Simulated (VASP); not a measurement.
# InP (F-43m) in VASP: notebook, part 2 of 2

VASP 6.6.1. Earlier steps stand in the parts before.

### 4 Relaxation of cell and atoms, PBEsol

Input file INCAR:

```
PREC = Accurate
ENCUT = 600
EDIFF = 1E-6
ISMEAR = 0
SIGMA = 0.03
LREAL = F
LASPH = T
NELM = 80
ALGO = Normal
ISIF = 3
LWAVE = F
LCHARG = F
GGA = PS
IBRION = 2
NSW = 90
EDIFFG = -0.01
KPAR = 2
```

Input file KPOINTS:

```
Automatic mesh
0
Gamma
  8 8 8
```

Input file POSCAR:

```
InP
1.0
    0.0000000000      2.9305000000      2.9305000000
    2.9305000000      0.0000000000      2.9305000000
    2.9305000000      2.9305000000      0.0000000000
In P
1 1
Direct
    0.0000000000      0.0000000000      0.0000000000
    0.2500000000      0.2500000000      0.2500000000
```

Potentials or basis: VASP PAW PBE potentials, release 64 (In_d, P).

The run is started by

```sh
cat potpaw_PBE.64/In_d/POTCAR potpaw_PBE.64/P/POTCAR > POTCAR
mpirun -np 2 vasp_std > vasp.out
```

OUTCAR:

```text
PREC = Accurate
   ENCUT = 600
   EDIFF = 1E-6
   ISMEAR = 0
   LREAL = F
   LASPH = T
   NELM = 80
   ISIF = 3
   GGA = PS
   IBRION = 2
   NSW = 90
   EDIFFG = -0.01

 ion  position               nearest neighbor table
   1  0.000  0.000  0.000-   2 2.54   2 2.54   2 2.54   2 2.54
   2  0.250  0.250  0.250-   1 2.54   1 2.54   1 2.54   1 2.54

  LATTYP: Found a face centered cubic cell.
 ALAT       =     5.8610000000

  Lattice vectors:

 A1 = (   0.0000000000,   2.9305000000,   2.9305000000)
 A2 = (   2.9305000000,   0.0000000000,   2.9305000000)
 A3 = (   2.9305000000,   2.9305000000,   0.0000000000)

Analysis of symmetry for initial positions (statically):
=====================================================================
 Subroutine PRICEL returns:
 Original cell was already a primitive cell.

 Routine SETGRP: Setting up the symmetry group for a
 face centered cubic supercell.

 Subroutine GETGRP returns: Found 24 space group operations
 (whereof 24 operations were pure point group operations)
 out of a pool of 48 trial point group operations.

The static configuration has the point symmetry T_d .

Analysis of symmetry for dynamics (positions and initial velocities):
=====================================================================
 Subroutine PRICEL returns:
 Original cell was already a primitive cell.

 Routine SETGRP: Setting up the symmetry group for a
 face centered cubic supercell.

 Subroutine GETGRP returns: Found 24 space group operations
 (whereof 24 operations were pure point group operations)
 out of a pool of 48 trial point group operations.

The dynamic configuration has the point symmetry T_d .

 Subroutine INISYM returns: Found 24 space group operations
 (whereof 24 operations are pure point group operations),
 and found     1 'primitive' translations

[... 137 lines left out ...]

 Free energy of the ion-electron system (eV)
  ---------------------------------------------------
  ext. energy  EPLUGINS =         0.00000000
  ---------------------------------------------------
  free energy    TOTEN  =        -9.15420227 eV

  energy without entropy =       -9.15420227  energy(sigma->0) =       -9.15420227

------------------------ aborting loop because EDIFF is reached ----------------------------------------

  FORCE on cell =-STRESS in cart. coord.  units (eV):
  Direction    XX          YY          ZZ          XY          YZ          ZX
  --------------------------------------------------------------------------------------
  -------------------------------------------------------------------------------------
  Total        0.1927368      0.1927368      0.1927368     -0.0000000      0.0000000     -0.0000000
  in kB        6.1350779      6.1350779      6.1350779     -0.0000000      0.0000000     -0.0000000
  external PRESSURE =       6.1350779 kB  Pullay stress =       0.0000000 kB
[... 59 lines left out ...]
--------------------------------------- Ionic step        3  -------------------------------------------

 number of electron      17.9999998 magnetization

 Free energy of the ion-electron system (eV)
  ---------------------------------------------------
  ext. energy  EPLUGINS =         0.00000000
  ---------------------------------------------------
  free energy    TOTEN  =        -9.15507187 eV

  energy without entropy =       -9.15507187  energy(sigma->0) =       -9.15507187

 E-fermi :   5.1924     XC(G=0):  -9.4390

 val. band max:        4.9938460160   @ k =   0.0000   0.0000   0.0000
 cond. band min:       5.5600274109   @ k =   0.0000   0.0000   0.0000
 fundamental gap:      0.5661813950
 Fermi energy:         5.1923668996

 k-point     1 :       0.0000    0.0000    0.0000
  band No.  band energies     occupation
      1      -9.1376      2.00000
      2      -9.1376      2.00000
      3      -9.1376      2.00000
      4      -8.9876      2.00000
      5      -8.9876      2.00000
      6      -6.4923      2.00000
      7       4.9938      2.00000
      8       4.9938      2.00000
      9       4.9938      2.00000
     10       5.5600      0.00000
     11       9.0098      0.00000
     12       9.0098      0.00000
     13       9.0098      0.00000
[... 354 lines left out ...]
  band No.  band energies     occupation
      1      -9.2687      2.00000
      2      -9.0900      2.00000
      3      -9.0701      2.00000
      4      -8.9931      2.00000
      5      -8.9748      2.00000
      6      -4.4547      2.00000
      7      -0.5732      2.00000
      8       2.2830      2.00000
      9       3.3562      2.00000
     10       8.0707      0.00000
     11       9.0722      0.00000
     12      10.7919      0.00000
     13      12.1029      0.00000

 [... further k-points ...]

------------------------ aborting loop because EDIFF is reached ----------------------------------------

  FORCE on cell =-STRESS in cart. coord.  units (eV):
  Direction    XX          YY          ZZ          XY          YZ          ZX
  --------------------------------------------------------------------------------------
  -------------------------------------------------------------------------------------
  Total       -0.0027194     -0.0027194     -0.0027194      0.0000000      0.0000000      0.0000000
  in kB       -0.0857850     -0.0857850     -0.0857850      0.0000000      0.0000000      0.0000000
  external PRESSURE =      -0.0857850 kB  Pullay stress =       0.0000000 kB
[... 17 lines left out ...]
  FREE ENERGIE OF THE ION-ELECTRON SYSTEM (eV)
  ---------------------------------------------------
  free  energy   TOTEN  =        -9.1550718675 eV

  energy  without entropy=       -9.1550718675  energy(sigma->0) =       -9.15507187

 reached required accuracy - stopping structural energy minimisation
```

OSZICAR:

```text
N       E                     dE             d eps       ncg     rms          rms(c)
DAV:   1     0.118199931463E+03    0.11820E+03   -0.92541E+03   754   0.170E+03
[... 22 lines left out ...]
       N       E                     dE             d eps       ncg     rms          rms(c)
DAV:   1    -0.915896723963E+01   -0.41482E-02   -0.97376E-02   944   0.693E+00    0.417E-01
DAV:   2    -0.915562525685E+01    0.33420E-02   -0.71335E-03   944   0.222E+00    0.144E-01
DAV:   3    -0.915507670778E+01    0.54855E-03   -0.17073E-03   989   0.977E-01    0.828E-02
DAV:   4    -0.915507579434E+01    0.91344E-06   -0.73418E-05   779   0.925E-02    0.601E-02
DAV:   5    -0.915507068531E+01    0.51090E-05   -0.90348E-06   996   0.334E-02    0.218E-02
DAV:   6    -0.915507266371E+01   -0.19784E-05   -0.31724E-06  1022   0.229E-02    0.546E-03
DAV:   7    -0.915507186749E+01    0.79622E-06   -0.35166E-07   402   0.951E-03
   3 F= -.91550719E+01 E0= -.91550719E+01  d E =-.869593E-03
```

CONTCAR:

```text
InP
   1.00000000000000
     0.0000000000000000    2.9393308168632721    2.9393308168632721
     2.9393308168632721    0.0000000000000000    2.9393308168632721
     2.9393308168632721    2.9393308168632721    0.0000000000000000
  In              P
     1     1
Direct
     0.0000000000000000    0.0000000000000000    0.0000000000000000
     0.2500000000000000    0.2500000000000000    0.2500000000000000

  0.00000000E+00  0.00000000E+00  0.00000000E+00
  0.00000000E+00  0.00000000E+00  0.00000000E+00
```

Run time: 15 s. Hardware: 2 MPI ranks of Intel Xeon 6975P-C (Granite Rapids), shared host; peak memory 0.22 GiB.

What came out:

| Quantity | Value |
| --- | --- |
| Free energy | -9.1551 eV |
| Relaxed volume | 25.39 Å³/atom |
| Relaxed cell | a = 4.157 Å, b = 4.157 Å, c = 4.157 Å, α = 60.00°, β = 60.00°, γ = 60.00° |
| Space group after relaxing (to 0.05 Å) | F-43m (No. 216) |
| Energy gained by relaxing | 0.4 meV/atom |
| Ionic steps | 3 |
| Pressure after relaxing | 0.0 GPa |
| Band gap on the k mesh | 0.57 eV, direct |

The path:
```
step  energy change (eV)  largest force (eV/Å)  pressure (GPa)  volume (Å³)
   1              0.0000                0.0000            0.61        50.33
   2             -0.0006                0.0000           -0.30        51.04
   3             -0.0009                0.0000           -0.01        50.79
```

Final structure:
```yaml
crystal:
  lattice:
    - [0.00000, 2.93933, 2.93933]
    - [2.93933, 0.00000, 2.93933]
    - [2.93933, 2.93933, 0.00000]
  atoms:
    - { symbol: In, position: [0.00000, 0.00000, 0.00000] }
    - { symbol: P, position: [0.25000, 0.25000, 0.25000] }
```

Caveat: the PAW data sets were made with another functional, which shifts forces and pressure a little; spin-orbit coupling is left out, which moves the levels of the heavy elements.
